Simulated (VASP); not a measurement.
# GaN (Fm-3m) in VASP: notebook

Runs on GaN. Level: PBE. Tasks: single point.

All numbers are computed with VASP 6.6.1; they aren't measurements. Logs are shortened: lines on timing, memory, paths and dates and some standing lists are left out, and cuts for length are marked.

## 1. Starting point

It takes space group Fm-3m (No. 225, cubic). The conventional cell has a = 4.217 Å, b = 4.217 Å, c = 4.217 Å, α = 90.00°, β = 90.00°, γ = 90.00°. Ga (site symmetry m-3m) has 6 N at 2.11 Å as nearest neighbours. N (site symmetry m-3m) is surrounded by 6 Ga at 2.11 Å.

The cell was built by a generator and needn't be a form met in nature.

## 2. Single point, PBE

INCAR

```
SYSTEM = GaN
  PREC = Accurate
  ENCUT = 520
  EDIFF = 1E-6
  ISMEAR = -1
  SIGMA = 0.02
  LREAL = .FALSE.
  LASPH = .TRUE.
  NELM = 80
  ALGO = Normal
  ISIF = 2
  LWAVE = .FALSE.
  LCHARG = .FALSE.
  GGA = PE
  NBANDS = 16
```

KPOINTS

```
regular mesh
0
G
  10 10 10
  0 0 0
```

POSCAR

```
GaN
1.0
    0.0000000000      2.1085152362      2.1085152362
    2.1085152362      0.0000000000      2.1085152362
    2.1085152362      2.1085152362      0.0000000000
Ga N
1 1
Direct
    0.0000000000      0.0000000000      0.0000000000
    0.5000000000      0.5000000000      0.5000000000
```

Potentials or basis: VASP PAW PBE potentials, release 64 (Ga_d, N).

Started as:

```bash
> cat potpaw_PBE.64/Ga_d/POTCAR potpaw_PBE.64/N/POTCAR > POTCAR
> mpirun -np 1 vasp_std > vasp.out
```

OUTCAR:

```text
SYSTEM = GaN
   PREC = Accurate
   ENCUT = 520
   EDIFF = 1E-6
   ISMEAR = -1
   LREAL = .FALSE.
   LASPH = .TRUE.
   NELM = 80
   ISIF = 2
   GGA = PE

 ion  position               nearest neighbor table
   1  0.000  0.000  0.000-   2 2.11   2 2.11   2 2.11   2 2.11   2 2.11   2 2.11
   2  0.500  0.500  0.500-   1 2.11   1 2.11   1 2.11   1 2.11   1 2.11   1 2.11

  LATTYP: Found a face centered cubic cell.
 ALAT       =     4.2170304724

  Lattice vectors:

 A1 = (   0.0000000000,   2.1085152362,   2.1085152362)
 A2 = (   2.1085152362,   0.0000000000,   2.1085152362)
 A3 = (   2.1085152362,   2.1085152362,   0.0000000000)

Analysis of symmetry for initial positions (statically):
=====================================================================
 Subroutine PRICEL returns:
 Original cell was already a primitive cell.

 Routine SETGRP: Setting up the symmetry group for a
 face centered cubic supercell.

 Subroutine GETGRP returns: Found 48 space group operations
 (whereof 48 operations were pure point group operations)
 out of a pool of 48 trial point group operations.

The static configuration has the point symmetry O_h .

Analysis of symmetry for dynamics (positions and initial velocities):
=====================================================================
 Subroutine PRICEL returns:
 Original cell was already a primitive cell.

 Routine SETGRP: Setting up the symmetry group for a
 face centered cubic supercell.

 Subroutine GETGRP returns: Found 48 space group operations
 (whereof 48 operations were pure point group operations)
 out of a pool of 48 trial point group operations.

The dynamic configuration has the point symmetry O_h .

 Subroutine INISYM returns: Found 48 space group operations
 (whereof 48 operations are pure point group operations),
 and found     1 'primitive' translations

----------------------------------------------------------------------------------------

                                     Primitive cell

  volume of cell :      18.7482

  direct lattice vectors                    reciprocal lattice vectors
     0.000000000  2.108515236  2.108515236    -0.237133691  0.237133691  0.237133691
     2.108515236  0.000000000  2.108515236     0.237133691 -0.237133691  0.237133691
     2.108515236  2.108515236  0.000000000     0.237133691  0.237133691 -0.237133691

  length of vectors
     2.981890844  2.981890844  2.981890844     0.410727601  0.410727601  0.410727601

  position of ions in fractional coordinates (direct lattice)
     0.000000000  0.000000000  0.000000000
     0.500000000  0.500000000  0.500000000

  ion indices of the primitive-cell ions
   primitive index   ion index
                 1           1
                 2           2

----------------------------------------------------------------------------------------

 KPOINTS: regular mesh

Automatic generation of k-mesh.
 Grid dimensions read from file:
 generate k-points for:   10   10   10

 Generating k-lattice:

  Cartesian coordinates                     Fractional coordinates (reciprocal lattice)
    -0.023713369  0.023713369  0.023713369     0.100000000  0.000000000  0.000000000
     0.023713369 -0.023713369  0.023713369     0.000000000  0.100000000  0.000000000
     0.023713369  0.023713369 -0.023713369     0.000000000  0.000000000  0.100000000

  Length of vectors
     0.041072760  0.041072760  0.041072760

  Shift w.r.t. Gamma in fractional coordinates (k-lattice)
     0.000000000  0.000000000  0.000000000

 Subroutine IBZKPT returns following result:
 ===========================================

 Found     47 irreducible k-points:

 Following reciprocal coordinates:
            Coordinates               Weight
  0.000000  0.000000  0.000000      1.000000
  0.100000  0.000000  0.000000      8.000000
  0.200000  0.000000  0.000000      8.000000
  0.300000  0.000000  0.000000      8.000000
  0.400000  0.000000  0.000000      8.000000
  0.500000  0.000000  0.000000      4.000000
[... 16 lines left out ...]
  0.300000  0.300000  0.000000      6.000000
  0.400000  0.300000  0.000000     24.000000
 [... further k-points ...]
   k-points           NKPTS =     47   k-points in BZ     NKDIM =     47   number of bands    NBANDS=     16
   number of dos      NEDOS =    301   number of ions     NIONS =      2
   total plane-waves  NPLWV =  13824
   dimension x,y,z NGX =    24 NGY =   24 NGZ =   24
   dimension x,y,z NGXF=    48 NGYF=   48 NGZF=   48
   ions per type =               1   1
   NGX,Y,Z   is equivalent  to a cutoff of  13.38, 13.38, 13.38 a.u.
   NGXF,Y,Z  is equivalent  to a cutoff of  26.76, 26.76, 26.76 a.u.
 SYSTEM =  GaN
   PREC   = accura    normal or accurate (medium, high low for compatibility)
   ISTART =      0    job   : 0-new  1-cont  2-samecut
   ICHARG =      2    charge: 1-file 2-atom 10-const
   ISPIN  =      1    spin polarized calculation?
   LNONCOLLINEAR =      F non collinear calculations
   LSORBIT =      F    spin-orbit coupling
   LASPH  =      T    aspherical Exc in radial PAW
   ENCUT  =  520.0 eV  38.22 Ry    6.18 a.u.   5.54  5.54  5.54*2*pi/ulx,y,z
   NELM   =     80;   NELMIN=  2; NELMDL= -5     # of ELM steps
   EDIFF  = 0.1E-05   stopping-criterion for ELM
   LREAL  =      F    real-space projection
   EDIFFG = 0.1E-04   stopping-criterion for IOM
   NSW    =      0    number of steps for IOM
   IBRION =     -1    ionic relax: 0-MD 1-quasi-New 2-CG
   NFREE  =      0    steps in history (QN), initial steepest desc. (CG)
   ISIF   =      2    stress and relaxation
   ISYM   =      2    0-nonsym 1-usesym 2-fastsym
   POTIM  = 0.5000    time-step for ionic-motion
   TEBEG  =    0.0;   TEEND  =   0.0 temperature during run
   PSTRESS=    0.0 pullay stress
   NELECT =      18.0000    total number of electrons
   NUPDOWN=      -1.0000    fix difference up-down
   EMIN   =  10.00;   EMAX   =-10.00  energy-range for DOS
   EFERMI =   0.00;   METHOD = LEGACY
   ISMEAR =    -1;   SIGMA  =   0.02  broadening in eV -4-tet -1-fermi 0-gaus
   EFERMI_NEDOS =   21; number of points for ismear=-14 and -15
   IALGO  =     38    algorithm
   IMIX   =      4    mixing-type and parameters
     AMIX     =   0.40;   BMIX     =  1.00
     AMIX_MAG =   1.60;   BMIX_MAG =  1.00
  volume/ion in A,a.u.               =       9.37        63.26
  Fermi-wavevector in a.u.,A,eV,Ry     =   1.615024  3.051952 35.488101  2.608302
  Thomas-Fermi vector in A             =   2.709838
   LORBIT       =      0    0 simple, 1 ext, 2 COOP (PROOUT), +10 PAW based schemes
   GGA     = PE    functional components
   LHFCALC =     F    Hartree Fock is set to
   AEXX    =    0.0000 exact exchange contribution
   IVDW    =     0    specifies the selected vdW correction
   LEPSILON=     F    determine dielectric tensor
   LRPA    =     F    only Hartree local field effects (RPA)
 non-spin polarized calculation
  energy-cutoff  :      520.00
  volume of cell :       18.75
 maximum number of plane-waves:       531
 NGX is ok and might be reduce to    24
   NGX = 11   NGY = 11   NGZ = 11

 number of electron      18.0000008 magnetization

 Free energy of the ion-electron system (eV)
  ---------------------------------------------------
  ext. energy  EPLUGINS =         0.00000000
  ---------------------------------------------------
  free energy    TOTEN  =       -11.18524868 eV

  energy without entropy =      -11.18524868  energy(sigma->0) =      -11.18524868

 E-fermi :   8.3075     XC(G=0): -13.1185

 val. band max:        7.9571797271   @ k =  -0.2000   0.2000   0.0000
 cond. band min:       8.6188726988   @ k =   0.5000   0.5000   0.0000
 fundamental gap:      0.6616929717
 Fermi energy:         8.3075321205

 k-point     1 :       0.0000    0.0000    0.0000
  band No.  band energies     occupation
      1      -9.3874      2.00000
      2      -6.0026      2.00000
      3      -6.0026      2.00000
      4      -6.0026      2.00000
      5      -5.9066      2.00000
      6      -5.9066      2.00000
[... 8 lines left out ...]
     15      23.9036      0.00000
     16      24.0966      0.00000

 k-point     2 :       0.1000    0.0000    0.0000
  band No.  band energies     occupation
      1      -9.1913      2.00000
      2      -6.0106      2.00000
      3      -5.9930      2.00000
      4      -5.9930      2.00000
      5      -5.9194      2.00000
      6      -5.9194      2.00000
[... 8 lines left out ...]
     15      24.0111      0.00000
     16      24.0111      0.00000

 k-point     3 :       0.2000    0.0000    0.0000
  band No.  band energies     occupation
      1      -8.6231      2.00000
      2      -6.0316      2.00000
      3      -6.0175      2.00000
      4      -6.0175      2.00000
      5      -5.9026      2.00000
      6      -5.9026      2.00000
[... 8 lines left out ...]
     15      25.0749      0.00000
     16      25.0749      0.00000

 k-point     4 :       0.3000    0.0000    0.0000
  band No.  band energies     occupation
      1      -7.7599      2.00000
      2      -6.0848      2.00000
      3      -6.0848      2.00000
      4      -6.0590      2.00000
      5      -5.8433      2.00000
      6      -5.8433      2.00000
[... 8 lines left out ...]
     15      26.8952      0.00000
     16      26.8952      0.00000
[... 324 lines left out ...]
 k-point    22 :      -0.2000    0.2000    0.0000
  band No.  band energies     occupation
      1      -7.6440      2.00000
      2      -6.0814      2.00000
      3      -6.0742      2.00000
      4      -6.0410      2.00000
      5      -5.8934      2.00000
      6      -5.6139      2.00000
[... 8 lines left out ...]
     15      26.8967      0.00000
     16      29.0102      0.00000

 k-point    23 :       0.3000    0.3000    0.0000
  band No.  band energies     occupation
      1      -7.8840      2.00000
      2      -6.1245      2.00000
      3      -5.8329      2.00000
      4      -5.8312      2.00000
      5      -5.8312      2.00000
      6      -5.4321      2.00000
[... 8 lines left out ...]
     15      32.0377      0.00000
     16      33.7902      0.00000

 k-point    24 :       0.4000    0.3000    0.0000
  band No.  band energies     occupation
      1      -7.7093      2.00000
      2      -6.1390      2.00000
      3      -5.8671      2.00000
      4      -5.8180      2.00000
      5      -5.7646      2.00000
      6      -4.7742      2.00000
[... 8 lines left out ...]
     15      32.8403      0.00000
     16      34.2818      0.00000

 [... further k-points ...]
[... 5 lines left out ...]
  --------------------------------------------------------------------------------------
  -------------------------------------------------------------------------------------
  Total        1.0637856      1.0637856      1.0637856     -0.0000000     -0.0000000     -0.0000000
  in kB       90.9084903     90.9084903     90.9084903     -0.0000000     -0.0000000     -0.0000000
  external PRESSURE =      90.9084903 kB  Pullay stress =       0.0000000 kB

 VOLUME and BASIS-vectors are now :
 -----------------------------------------------------------------------------
  energy-cutoff  :      520.00
  volume of cell :       18.75
      direct lattice vectors                 reciprocal lattice vectors
     0.000000000  2.108515236  2.108515236    -0.237133691  0.237133691  0.237133691
     2.108515236  0.000000000  2.108515236     0.237133691 -0.237133691  0.237133691
     2.108515236  2.108515236  0.000000000     0.237133691  0.237133691 -0.237133691

 POSITION                                       TOTAL-FORCE (eV/Angst)
 -----------------------------------------------------------------------------------
      0.00000      0.00000      0.00000         0.000000     -0.000000      0.000000
      2.10852      2.10852      2.10852        -0.000000      0.000000     -0.000000
 -----------------------------------------------------------------------------------
    total drift:                                0.000000     -0.000000     -0.000000

  FREE ENERGIE OF THE ION-ELECTRON SYSTEM (eV)
  ---------------------------------------------------
  free  energy   TOTEN  =       -11.1852486791 eV

  energy  without entropy=      -11.1852486783  energy(sigma->0) =      -11.18524868
```

It took 9.4 s on 1 thread of AMD EPYC 9R45 (Zen 5), shared host; peak memory 0.11 GiB.

Results:

- Free energy: -11.1852 eV
- Pressure: 9.1 GPa
- Band gap on the k mesh: 0.66 eV, indirect (least direct gap 2.83 eV)

A k mesh can miss the band edges.

## 3. Single point, PBE (hydrostatic strain -2.0%)

INCAR

```
  PREC = Accurate
  ENCUT = 520
  EDIFF = 1E-7
  ISMEAR = -1
  SIGMA = 0.02
  LREAL = False
  LASPH = True
  NELM = 80
  ALGO = Fast
  ISIF = 2
  LWAVE = False
  LCHARG = False
  GGA = PE
  NBANDS = 16
```

KPOINTS

```
regular mesh
0
Gamma
  10 10 10
```

POSCAR

```
GaN
1.0
    0.0000000000      2.0663449315      2.0663449315
    2.0663449315      0.0000000000      2.0663449315
    2.0663449315      2.0663449315      0.0000000000
Ga N
1 1
Direct
    0.0000000000      0.0000000000      0.0000000000
    0.5000000000      0.5000000000      0.5000000000
```

Potentials or basis: VASP PAW PBE potentials, release 64 (Ga_d, N).

Started as:

```bash
> cat potpaw_PBE.64/Ga_d/POTCAR potpaw_PBE.64/N/POTCAR > POTCAR
> mpirun -np 1 vasp_std > vasp.out
```

OUTCAR:

```text
PREC = Accurate
   ENCUT = 520
   EDIFF = 1E-7
   ISMEAR = -1
   LREAL = False
   LASPH = True
   NELM = 80
   ISIF = 2
   GGA = PE

 ion  position               nearest neighbor table
   1  0.000  0.000  0.000-   2 2.07   2 2.07   2 2.07   2 2.07   2 2.07   2 2.07
   2  0.500  0.500  0.500-   1 2.07   1 2.07   1 2.07   1 2.07   1 2.07   1 2.07

  LATTYP: Found a face centered cubic cell.
 ALAT       =     4.1326898630

  Lattice vectors:

 A1 = (   0.0000000000,   2.0663449315,   2.0663449315)
 A2 = (   2.0663449315,   0.0000000000,   2.0663449315)
 A3 = (   2.0663449315,   2.0663449315,   0.0000000000)

Analysis of symmetry for initial positions (statically):
=====================================================================
 Subroutine PRICEL returns:
 Original cell was already a primitive cell.

 Routine SETGRP: Setting up the symmetry group for a
 face centered cubic supercell.

 Subroutine GETGRP returns: Found 48 space group operations
 (whereof 48 operations were pure point group operations)
 out of a pool of 48 trial point group operations.

The static configuration has the point symmetry O_h .

Analysis of symmetry for dynamics (positions and initial velocities):
[... 156 lines left out ...]
  ---------------------------------------------------
  free energy    TOTEN  =       -11.06563284 eV

  energy without entropy =      -11.06563284  energy(sigma->0) =      -11.06563284

 E-fermi :   9.1923     XC(G=0): -13.4685

 val. band max:        8.7444142133   @ k =  -0.2000   0.2000   0.0000
 cond. band min:       9.8015036100   @ k =   0.5000   0.5000   0.0000
 fundamental gap:      1.0570893967
 Fermi energy:         9.1922880376

 k-point     1 :       0.0000    0.0000    0.0000
  band No.  band energies     occupation
      1      -9.2338      2.00000
      2      -5.2029      2.00000
      3      -5.2029      2.00000
      4      -5.2029      2.00000
      5      -5.0906      2.00000
      6      -5.0906      2.00000
[... 433 lines left out ...]
      3      -5.0470      2.00000
      4      -4.9942      2.00000
      5      -4.9226      2.00000
      6      -4.0717      2.00000
[... 8 lines left out ...]
     15      34.4671      0.00000
     16      36.1000      0.00000

 [... further k-points ...]
[... 5 lines left out ...]
  --------------------------------------------------------------------------------------
  -------------------------------------------------------------------------------------
  Total        2.9008559      2.9008559      2.9008559     -0.0000000      0.0000000     -0.0000000
  in kB      263.3893956    263.3893956    263.3893956     -0.0000000      0.0000000     -0.0000000
  external PRESSURE =     263.3893956 kB  Pullay stress =       0.0000000 kB

 VOLUME and BASIS-vectors are now :
 -----------------------------------------------------------------------------
  energy-cutoff  :      520.00
  volume of cell :       17.65
      direct lattice vectors                 reciprocal lattice vectors
     0.000000000  2.066344932  2.066344932    -0.241973154  0.241973154  0.241973154
     2.066344932  0.000000000  2.066344932     0.241973154 -0.241973154  0.241973154
     2.066344932  2.066344932  0.000000000     0.241973154  0.241973154 -0.241973154

 POSITION                                       TOTAL-FORCE (eV/Angst)
 -----------------------------------------------------------------------------------
      0.00000      0.00000      0.00000         0.000000     -0.000000     -0.000000
      2.06634      2.06634      2.06634         0.000000      0.000000      0.000000
 -----------------------------------------------------------------------------------
    total drift:                                0.000000     -0.000000     -0.000000

  FREE ENERGIE OF THE ION-ELECTRON SYSTEM (eV)
  ---------------------------------------------------
  free  energy   TOTEN  =       -11.0656328398 eV

  energy  without entropy=      -11.0656328398  energy(sigma->0) =      -11.06563284
```

OSZICAR:

```text
N       E                     dE             d eps       ncg     rms          rms(c)
DAV:   1     0.687578235575E+02    0.68758E+02   -0.91686E+03  1768   0.215E+03
DAV:   2    -0.894927150786E+01   -0.77707E+02   -0.72742E+02  1712   0.319E+02
DAV:   3    -0.129399897247E+02   -0.39907E+01   -0.39735E+01  1728   0.612E+01
DAV:   4    -0.129738775691E+02   -0.33888E-01   -0.33884E-01  1880   0.585E+00
DAV:   5    -0.129742380442E+02   -0.36048E-03   -0.36047E-03  1744   0.570E-01    0.757E+00
RMM:   6    -0.110929111449E+02    0.18813E+01   -0.21552E+00  2102   0.103E+01    0.226E+00
RMM:   7    -0.110799559906E+02    0.12955E-01   -0.21763E-01  1981   0.407E+00    0.158E+00
RMM:   8    -0.110663860909E+02    0.13570E-01   -0.23155E-02  2183   0.179E+00    0.229E-01
RMM:   9    -0.110655660098E+02    0.82008E-03   -0.39470E-03  2359   0.551E-01    0.609E-02
RMM:  10    -0.110656374886E+02   -0.71479E-04   -0.39520E-04  2249   0.200E-01    0.187E-02
RMM:  11    -0.110656322843E+02    0.52044E-05   -0.70477E-05  2400   0.699E-02    0.573E-03
RMM:  12    -0.110656329418E+02   -0.65759E-06   -0.87830E-06  2225   0.243E-02    0.961E-04
RMM:  13    -0.110656328295E+02    0.11235E-06   -0.10209E-06  1899   0.918E-03    0.206E-04
RMM:  14    -0.110656328398E+02   -0.10289E-07   -0.19895E-07  1350   0.411E-03
   1 F= -.11065633E+02 E0= -.11065633E+02  d E =-.357784E-11
```

Run time: 14 s. Hardware: 1 thread of AMD EPYC 9R45 (Zen 5), shared host; peak memory 0.11 GiB.

What came out:

| Quantity | Value |
| --- | --- |
| Free energy | -11.0656 eV |
| Pressure | 26.3 GPa |
| Band gap on the k mesh | 1.06 eV, indirect (least direct gap 3.63 eV) |

Levels at points of the mesh, in eV from the valence-band top:
```
           k point  band 5  band 6  band 7  band 8  band 9  band 10  band 11  band 12  band 13  band 14
(0.00, 0.00, 0.00)  -13.84  -13.84   -0.57   -0.57   -0.57     3.06    15.15    15.15    15.15    16.35
(0.50, 0.00, 0.00)  -13.67  -13.67   -8.58   -0.14   -0.14     5.01     9.52     9.52    10.35    17.05
(0.50, 0.50, 0.00)  -13.61  -10.80   -7.64   -3.28   -3.28     1.06     7.93    12.64    15.43    15.43
```

Caveat: so large a pressure means that the cell lies far from this level's equilibrium, or that cutoff or potentials fall short. A k mesh can miss the band edges.
